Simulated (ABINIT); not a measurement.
# FeO (Wuestite) (Fm-3m) in ABINIT: a series of runs, part 3 of 3

ABINIT 10.8.3 (patched build).

### Step 5. Single point, PBEsol, collinear spin, ferromagnetic start

The input, run.abi:

```
# Pseudopotentials
pp_dirpath "./"
pseudos "Fe.GGA_PBE-ansatz.xml, O.GGA_PBE-ansatz.xml"

# Structure
acell 3*1.0
rprim
     0.0000000000     4.0731156890     4.0731156890
     4.0731156890     0.0000000000     4.0731156890
     4.0731156890     4.0731156890     0.0000000000
ntypat 2
znucl 26 8
natom 2
typat 1 2
xred
     0.0000000000     0.0000000000     0.0000000000
     0.5000000000     0.5000000000     0.5000000000

# Plane-wave basis
ecut 14.0
pawecutdg 28.0
pawxcdev 0
pawovlp 30

# k points
kptopt 1
ngkpt 8 8 8
nshiftk 1
shiftk 0.0 0.0 0.0

# Exchange and correlation
ixc -116133

# Bands and occupations
nband 16
occopt 3
tsmear 0.00183747

# Spin
nsppol 2
spinat
     0.0000000000     0.0000000000     3.0000000000
     0.0000000000     0.0000000000     0.0000000000

# SCF cycle
nstep 100
tolvrs 1.0e-9

# Output
iomode 3
prtwf 0
prteig 0
prtebands 0
enunit 2
prtden 1
prtvha 1
prtvclmb 1
prtpot 1
```

Potentials or basis: Ansatz PAW PBE default generated set, frozen core.

Run with:

```sh
$ mpirun --bind-to none -np 4 abinit run.abi > log 2>&1
```

run.abo:

```text
[... set-up lines left out ...]
 ETOT  1  -139.96725788429    -1.400E+02 2.169E+00 9.057E+00 2.544E+00 2.544E+00
 ETOT  2  -140.41925242224    -4.520E-01 8.319E-02 4.370E+01 1.432E-01 2.400E+00
 ETOT  3  -140.38371638273     3.554E-02 2.752E-02 5.425E+00 1.101E+00 3.501E+00
 ETOT  4  -140.39747552239    -1.376E-02 1.107E-02 4.238E+00 3.415E-02 3.536E+00
 ETOT  5  -140.42245804114    -2.498E-02 2.258E-03 1.184E+00 5.734E-02 3.593E+00
 ETOT  6  -140.42609891293    -3.641E-03 1.448E-03 1.037E+00 6.546E-02 3.658E+00
 ETOT  7  -140.43193862608    -5.840E-03 1.359E-03 4.577E-01 3.991E-02 3.664E+00
 ETOT  8  -140.43217845031    -2.398E-04 1.620E-04 7.909E-02 9.737E-03 3.674E+00
 ETOT  9  -140.43211120948     6.724E-05 1.782E-04 7.346E-03 9.619E-03 3.683E+00
 ETOT 10  -140.43211806815    -6.859E-06 2.189E-05 7.010E-03 4.070E-03 3.687E+00
 ETOT 11  -140.43211525826     2.810E-06 4.342E-06 1.175E-03 1.436E-03 3.686E+00
 ETOT 12  -140.43212034329    -5.085E-06 2.256E-06 3.801E-04 9.770E-04 3.686E+00
 ETOT 13  -140.43212025208     9.122E-08 6.986E-07 7.479E-05 1.843E-05 3.686E+00
 ETOT 14  -140.43212028466    -3.258E-08 2.054E-07 9.581E-06 7.831E-05 3.686E+00
 ETOT 15  -140.43212027535     9.308E-09 9.631E-08 1.154E-07 7.170E-06 3.686E+00
 ETOT 16  -140.43212027577    -4.175E-10 2.256E-08 4.716E-08 4.398E-06 3.686E+00
 ETOT 17  -140.43212027571     6.222E-11 1.139E-08 5.381E-09 1.563E-06 3.686E+00
 ETOT 18  -140.43212027570     3.979E-12 2.808E-09 2.766E-10 8.627E-07 3.686E+00

 At SCF step   18       nres2   =  2.77E-10 < tolvrs=  1.00E-09 =>converged.

 Cartesian components of stress tensor (hartree/bohr^3)
  sigma(1 1)=  3.74400313E-04  sigma(3 2)=  0.00000000E+00
  sigma(2 2)=  3.74400313E-04  sigma(3 1)=  0.00000000E+00
  sigma(3 3)=  3.74400313E-04  sigma(2 1)=  0.00000000E+00

--- !ResultsGS
iteration_state: {dtset: 1, }
comment   : Summary of ground state results
lattice_vectors:
- [  0.0000000,   4.0731157,   4.0731157, ]
- [  4.0731157,   0.0000000,   4.0731157, ]
- [  4.0731157,   4.0731157,   0.0000000, ]
lattice_lengths: [   5.76026,    5.76026,    5.76026, ]
lattice_angles: [ 60.000,  60.000,  60.000, ] # degrees, (23, 13, 12)
lattice_volume:   1.3514819E+02
convergence: {deltae:  3.979E-12, res2:  2.766E-10, residm:  2.808E-09, diffor: null, }
etotal    :  -1.40432120E+02
entropy   :   0.00000000E+00
fermie    :   3.14755892E-01
cartesian_stress_tensor: # hartree/bohr^3
- [  3.74400313E-04,   0.00000000E+00,   0.00000000E+00, ]
- [  0.00000000E+00,   3.74400313E-04,   0.00000000E+00, ]
- [  0.00000000E+00,   0.00000000E+00,   3.74400313E-04, ]
pressure_GPa:  -1.1015E+01
xred      :
- [  0.0000E+00,   0.0000E+00,   0.0000E+00, Fe]
- [  5.0000E-01,   5.0000E-01,   5.0000E-01,  O]
cartesian_forces: # hartree/bohr
- [ -0.00000000E+00,  -0.00000000E+00,  -0.00000000E+00, ]
- [ -0.00000000E+00,  -0.00000000E+00,  -0.00000000E+00, ]
force_length_stats: {min:   0.00000000E+00, max:   0.00000000E+00, mean:   0.00000000E+00, }
...

 Integrated electronic and magnetization densities in atomic spheres:
 ------------------------------------------------------------------------------------------------------------
 Radius=ratsph(iatom), smearing ratsm=  0.0000. Diff(up-dn)=approximate z local magnetic moment.
    Atom    Radius    up_density   dn_density  Total(up+dn)  Diff(up-dn)
    1 Fe   2.63806     9.612558     5.927002     15.539560     3.685557
    2  O   1.79524     3.010740     2.688309      5.699049     0.322431
 ------------------------------------------------------------------------------------------------------------
  Sum:                12.623298     8.615310     21.238609     4.007988
 Total magnetization (from the atomic spheres):                4.007988
 Total magnetization (exact up - dn):                          4.003433

================================================================================

 ----iterations are completed or convergence reached----

 Mean square residual over all n,k,spin=   55.861E-13; max=  28.082E-10
 reduced coordinates (array xred) for    2 atoms
       0.000000000000      0.000000000000      0.000000000000
       0.500000000000      0.500000000000      0.500000000000
 rms dE/dt=  0.0000E+00; max dE/dt=  0.0000E+00; dE/dt below (all hartree)
    1       0.000000000000      0.000000000000      0.000000000000
    2       0.000000000000      0.000000000000      0.000000000000

 cartesian coordinates (angstrom) at end:
    1      0.00000000000000     0.00000000000000     0.00000000000000
    2      2.15539999852802     2.15539999852802     2.15539999852802

 cartesian forces (hartree/bohr) at end:
    1     -0.00000000000000    -0.00000000000000    -0.00000000000000
    2     -0.00000000000000    -0.00000000000000    -0.00000000000000
 frms,max,avg= 0.0000000E+00 0.0000000E+00   0.000E+00  0.000E+00  0.000E+00 h/b

 cartesian forces (eV/Angstrom) at end:
    1     -0.00000000000000    -0.00000000000000    -0.00000000000000
    2     -0.00000000000000    -0.00000000000000    -0.00000000000000
 frms,max,avg= 0.0000000E+00 0.0000000E+00   0.000E+00  0.000E+00  0.000E+00 e/A
 length scales=  1.000000000000  1.000000000000  1.000000000000 bohr
              =  0.529177210544  0.529177210544  0.529177210544 angstroms
 Fermi (or HOMO) energy (hartree) =   0.31476   Average Vxc (hartree)=  -0.44992
 Magnetization (Bohr magneton)=  4.00344422E+00
 Total spin up =  1.30017221E+01   Total spin down =  8.99827789E+00
 Eigenvalues (hartree) for nkpt=  29  k points, SPIN UP:
 kpt#   1, nband= 16, wtk=  0.00195, kpt=  0.0000  0.0000  0.0000 (reduced coord)
  -2.97812   -1.73449   -1.73449   -1.73449   -0.44893    0.17030    0.17030    0.17030
   0.17164    0.17164    0.17164    0.17971    0.17971    0.31071    0.86466    0.93085
      occupation numbers for kpt#   1
   1.00000    1.00000    1.00000    1.00000    1.00000    1.00000    1.00000    1.00000
   1.00000    1.00000    1.00000    1.00000    1.00000    0.90048    0.00000    0.00000
 prteigrs : prtvol=0 or 1, do not print more k-points.

 Eigenvalues (hartree) for nkpt=  29  k points, SPIN DOWN:
 kpt#   1, nband= 16, wtk=  0.00195, kpt=  0.0000  0.0000  0.0000 (reduced coord)
  -2.82698   -1.58646   -1.58646   -1.58646   -0.42872    0.19181    0.19181    0.19181
   0.28712    0.28712    0.28712    0.31934    0.31934    0.34057    0.86689    0.96774
      occupation numbers for kpt#   1
   1.00000    1.00000    1.00000    1.00000    1.00000    1.00000    1.00000    1.00000
   1.00000    1.00000    1.00000    0.07623    0.07623    0.00000    0.00000    0.00000
 prteigrs : prtvol=0 or 1, do not print more k-points.

 Fermi (or HOMO) energy (eV) =   8.56494   Average Vxc (eV)= -12.24301
 Eigenvalues (   eV  ) for nkpt=  29  k points, SPIN UP:
 kpt#   1, nband= 16, wtk=  0.00195, kpt=  0.0000  0.0000  0.0000 (reduced coord)
 -81.03890  -47.19786  -47.19786  -47.19786  -12.21593    4.63400    4.63400    4.63400
   4.67058    4.67058    4.67058    4.89008    4.89008    8.45482   23.52857   25.32965
 prteigrs : prtvol=0 or 1, do not print more k-points.

 Eigenvalues (   eV  ) for nkpt=  29  k points, SPIN DOWN:
 kpt#   1, nband= 16, wtk=  0.00195, kpt=  0.0000  0.0000  0.0000 (reduced coord)
 -76.92610  -43.16976  -43.16976  -43.16976  -11.66604    5.21935    5.21935    5.21935
   7.81290    7.81290    7.81290    8.68968    8.68968    9.26743   23.58923   26.33355
 prteigrs : prtvol=0 or 1, do not print more k-points.

--- !EnergyTerms
iteration_state     : {dtset: 1, }
comment             : Components of total free energy in Hartree
kinetic             :  1.89112592906021E+01
hartree             :  3.88208082950838E+01
xc                  : -6.83661547120446E+00
Ewald energy        : -9.50137780098255E+01
psp_core            :  4.79470644520925E+00
local_psp           : -1.00114108016376E+02
PAW spherical_terms : -9.93906875132572E-01
internal            : -1.40431634341644E+02
'-kT*entropy'       : -4.84055986742562E-04
total_energy        : -1.40432118397630E+02
total_energy_eV     : -3.82135261505925E+03
...

--- !EnergyTermsDC
iteration_state     : {dtset: 1, }
comment             : '"Double-counting" decomposition of free energy'
band_energy         : -1.46602727142455E+01
Ewald energy        : -9.50137780098255E+01
psp_core            :  4.79470644520925E+00
xc_dc               : -3.68467323316416E+01
PAW spherical_terms :  1.29444039078662E+00
internal            : -1.40431636219717E+02
'-kT*entropy'       : -4.84055986742562E-04
total_energy_dc     : -1.40432120275704E+02
total_energy_dc_eV  : -3.82135266616423E+03
...

--- !EnergyTermsWithPAWCore
iteration_state     : {dtset: 1, }
comment             : 'Components of total free energy, including PAW core contributions'
Total energy        : -1.33733352832085E+03
Total energy DC     : -1.33733353019893E+03
Total energy (eV)   : -3.63906991788393E+04
Total energy DC (eV): -3.63906992299442E+04
...

 Cartesian components of stress tensor (hartree/bohr^3)
  sigma(1 1)=  3.74400313E-04  sigma(3 2)=  0.00000000E+00
  sigma(2 2)=  3.74400313E-04  sigma(3 1)=  0.00000000E+00
  sigma(3 3)=  3.74400313E-04  sigma(2 1)=  0.00000000E+00

-Cartesian components of stress tensor (GPa)         [Pressure= -1.1015E+01 GPa]
- sigma(1 1)=  1.10152375E+01  sigma(3 2)=  0.00000000E+00
- sigma(2 2)=  1.10152375E+01  sigma(3 1)=  0.00000000E+00
- sigma(3 3)=  1.10152375E+01  sigma(2 1)=  0.00000000E+00

== END DATASET(S) ==============================================================
================================================================================

 -outvars: echo values of variables after computation  --------
            acell      1.0000000000E+00  1.0000000000E+00  1.0000000000E+00 Bohr
           etotal     -1.4043212028E+02
            fcart     -0.0000000000E+00 -0.0000000000E+00 -0.0000000000E+00
                      -0.0000000000E+00 -0.0000000000E+00 -0.0000000000E+00
            rprim      0.0000000000E+00  4.0731156890E+00  4.0731156890E+00
                       4.0731156890E+00  0.0000000000E+00  4.0731156890E+00
                       4.0731156890E+00  4.0731156890E+00  0.0000000000E+00
           strten      3.7440031343E-04  3.7440031343E-04  3.7440031343E-04
                       0.0000000000E+00  0.0000000000E+00  0.0000000000E+00
           xangst      0.0000000000E+00  0.0000000000E+00  0.0000000000E+00
                       2.1553999985E+00  2.1553999985E+00  2.1553999985E+00
             xred      0.0000000000E+00  0.0000000000E+00  0.0000000000E+00
                       5.0000000000E-01  5.0000000000E-01  5.0000000000E-01
 Calculation completed.
```

Run time: 53 s. Hardware: 4 MPI ranks of Arm Neoverse V2, shared host; peak memory 1.1 GiB.

What came out:

```
Free energy            : -3821.3527 eV
Band gap on the k mesh : none (metal or under the smearing width)
Net moment             : 4.00 μB per cell
Site moments           : Fe +3.69; O +0.32 μB
```

Caveat: the cutoff is too short for stress, so the log's stress isn't used; the PAW data sets were made with another functional, which shifts forces and pressure a little; a cell with one magnetic atom can't hold antiferromagnetic order, which such compounds often take; semilocal functionals often make such compounds metallic where correlation or magnetic order opens a gap, which also shifts bond lengths; the atomic spheres overlap.

### Step 6. Relaxation of cell and atoms, LDA, collinear spin, ferromagnetic start

The input, run.abi:

```
# Pseudopotentials
pp_dirpath "./"
pseudos "Fe.upf, O.upf"

# Structure
acell 3*1.0 Angstrom
rprim
     0.0000000000     2.1554000000     2.1554000000
     2.1554000000     0.0000000000     2.1554000000
     2.1554000000     2.1554000000     0.0000000000
ntypat 2
znucl 26 8
natom 2
typat 1 2
chkprim 0
chksymtnons 0
tolsym 1.0e-6
xred
            0.0            0.0            0.0
            1/2            1/2            1/2

# Plane-wave basis
ecut 46.0
ecutsm 0.5

# k points
kptopt 1
ngkpt 8 8 8
nshiftk 1
shiftk 0.0 0.0 0.0

# Exchange and correlation
ixc 7

# Bands and occupations
nband 16
occopt 3
tsmear 0.00183747

# Spin
nsppol 2
spinat
     0.0000000000     0.0000000000     3.0000000000
     0.0000000000     0.0000000000     0.0000000000

# SCF cycle
nstep 80
tolvrs 1.0e-12

# Output
iomode 3
prteig 0
prtebands 0
prtwf 0
prtden 0

# Relaxation
ionmov 2
optcell 2
ntime 50
tolmxf 2.0e-5
dilatmx 1.08
```

Potentials or basis: PseudoDojo NC SR LDA v0.4.1 standard.

Run with:

```sh
$ mpirun --bind-to none -np 4 abinit run.abi > log 2>&1
```

Wall time 1.7 min (4 MPI ranks of Arm Neoverse V2, shared host); peak memory 0.36 GiB.

It converged, with:

```yaml
Free_energy: -3856.7637 eV
Relaxed_volume: 9.18 Å³/atom
Relaxed_cell: a = 2.961 Å, b = 2.961 Å, c = 2.961 Å, α = 60.00°, β = 60.00°, γ = 60.00°
Space_group_after_relaxing_to_0.05_Å: Fm-3m (No. 225)
Energy_gained_by_relaxing: 44.6 meV/atom
Ionic_steps: 5
Pressure_after_relaxing: 0.0 GPa
Band_gap_on_the_k_mesh: none (metal or under the smearing width)
Net_moment: 3.96 μB per cell
Site_moments: Fe +3.48; O +0.36 μB
```

The path:
| step | energy change (eV) | largest force (eV/Å) | pressure (GPa) | volume (Å³) |
| --- | --- | --- | --- | --- |
| 1 | 0.0000 | 0.0000 | -16.15 | 20.03 |
| 2 | -0.0729 | 0.0000 | -7.44 | 19.05 |
| 3 | -0.0892 | 0.0000 | 0.38 | 18.32 |
| 4 | -0.0893 | 0.0000 | 0.03 | 18.35 |
| 5 | -0.0893 | 0.0000 | 0.00 | 18.35 |

Final structure:
```xyz
2
Lattice="0.0000 2.0936 2.0936 2.0936 0.0000 2.0936 2.0936 2.0936 0.0000" Properties=species:S:1:pos:R:3 pbc="T T T"
Fe    0.0000    0.0000    0.0000
O     2.0936    2.0936    2.0936
```

Caveat: a cell with one magnetic atom can't hold antiferromagnetic order, which such compounds often take; semilocal functionals often make such compounds metallic where correlation or magnetic order opens a gap, which also shifts bond lengths. With open d or f shells a metallic result of LDA can be an artefact of self-interaction; +U or a hybrid may open a gap.

### Step 7. Overview

```tsv
task	level	potentials or basis	cell	cutoff (eV)	cell freedom (optcell)	optimiser (ionmov)	cutoff smearing ecutsm (Ha)	force stop (Ha/bohr)	fine-grid cutoff	gap on the mesh (eV)	pressure (GPa)	moment (μB)	relaxed volume (Å³/atom)
relaxation of cell and atoms	PBE	PseudoDojo NC SR PBE v0.4.1 standard	relaxed	1252	2	2	0.5	2e-05	-	none	0.0	4.00	9.97
single point	PBE	PseudoDojo NC SR PBE v0.4.1 standard	cell relaxed	1252	-	-	-	-	-	none	0.0	4.00	-
single point	PBEsol	PseudoDojo NC SR PBEsol v0.4.1 standard	as given	1116	-	-	-	-	-	none	-10.7	4.00	-
single point	PBEsol	Ansatz PAW PBE default generated set, frozen core	as given	381	-	-	-	-	761.919 eV	none	-	4.00	-
relaxation of cell and atoms	LDA	PseudoDojo NC SR LDA v0.4.1 standard	relaxed	1252	2	2	0.5	2e-05	-	none	0.0	3.96	9.18
```

Alike in all rows: spin collinear, ferromagnetic start; k mesh 8 × 8 × 8; smearing fermi-dirac 0.05 eV.

Caveats: a cell with one magnetic atom can't hold antiferromagnetic order, which such compounds often take; semilocal functionals often make such compounds metallic where correlation or magnetic order opens a gap, which also shifts bond lengths; the PAW data sets were made with another functional, which shifts forces and pressure a little (some runs); the atomic spheres overlap (some runs).

Total energies depend on the potentials used, so only differences within one code and one set of settings carry meaning.

### Step 8. Against experiment

Step 4. Against the measured gap of FeO, 2.4 eV (optical; quoted in “W\"ustite: Electric, thermodynamic and optical properties of FeO”, 2012, arxiv:1203.1201), the calculated 0.00 eV is off by -2.40 eV. So large a miss can be the level of theory's own, or it may mean another phase, state or a wrong row. The value is that of PBEsol on a finite k mesh, which can miss the band edges, without temperature or zero-point motion. Semilocal functionals fall short of measured gaps as a rule. The run's magnetic order (collinear spin, ferromagnetic start) needn't be the measured crystal's.
